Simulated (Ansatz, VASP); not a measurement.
One calculation of CdS, two programs

Contents of INCAR:

```
PREC = Accurate
ENCUT = 600
EDIFF = 1E-6
ISMEAR = -1
SIGMA = 0.05
LREAL = False
LASPH = True
NELM = 80
ALGO = Normal
ISIF = 3
LWAVE = False
LCHARG = False
GGA = RE
IVDW = 13
IBRION = 2
NSW = 60
EDIFFG = -0.01
```

Contents of KPOINTS:

```
Automatic mesh
0
Gamma
  8 8 8
```

File POSCAR:

```
CdS
1.0
    0.0000000000      2.7532440000      2.7532440000
    2.7532440000      0.0000000000      2.7532440000
    2.7532440000      2.7532440000      0.0000000000
Cd S
1 1
Direct
    0.0000000000      0.0000000000      0.0000000000
    0.5000000000      0.5000000000      0.5000000000
```

The input input.yaml:

```yaml
crystal:
  lattice:
    - [0.0, 2.753244, 2.753244]
    - [2.753244, 0.0, 2.753244]
    - [2.753244, 2.753244, 0.0]
  atoms:
    - { symbol: Cd, position: [0.0, 0.0, 0.0] }
    - { symbol: S, position: [0.5, 0.5, 0.5] }
hamiltonian:
  xc: revpbe
  pseudopotentials: { kind: paw }
  dispersion: d4
kpoints:
  mp_grid: { grid: [8, 8, 8] }
scf:
  occupations: { method: fermi_dirac, width: 0.05 }
output:
  forces: true
  stress: true
  eigenvalues: true
relax:
  f_tol: 0.01
  max_steps: 40
  cell: { stress_tol: 0.05 }
```

Measurements of this composition are mostly on another form, of space group No. 186.

Alike in both runs: task relaxation of cell and atoms; functional revPBE; dispersion D4; k mesh 8 × 8 × 8; occupations fermi-dirac, width 0.05 eV; no spin polarisation.

|  | VASP | Ansatz |
| --- | --- | --- |
| version | VASP 6.6.1 | Ansatz 0.2.0 |
| potentials or method | VASP PAW PBE potentials, release 64 (Cd, S) | Ansatz PAW |
| plane-wave cutoff (eV) | 600 | 420 |
| valence electrons in the cell | 18 | 26 |

|  | VASP | Ansatz | Ansatz less VASP |
| --- | --- | --- | --- |
| gap on the k mesh at the Fermi level, each at its own relaxed structure (eV) | 0.34 | 0.35 | +0.008 |
| relaxed volume (Å³/atom) | 19.87 | 19.77 | -0.097 |
| relaxed cell length with the largest relative difference (Å) | 3.830 | 3.824 | -0.0063 |
| energy change over the relaxation (meV/atom) | -12 | -14 | -2.3 |

The two sets of potentials don't hold the same shells in valence.

Caveats: the PAW data sets were made with another functional, which shifts forces and pressure a little (VASP); the plane-wave basis is chosen anew once the cell has moved, so the energies of steps on either side of that aren't comparable (Ansatz); the PAW data sets come from PBE, with cores solved anew for the run's functional, which leaves a small shift of forces and pressure (Ansatz).
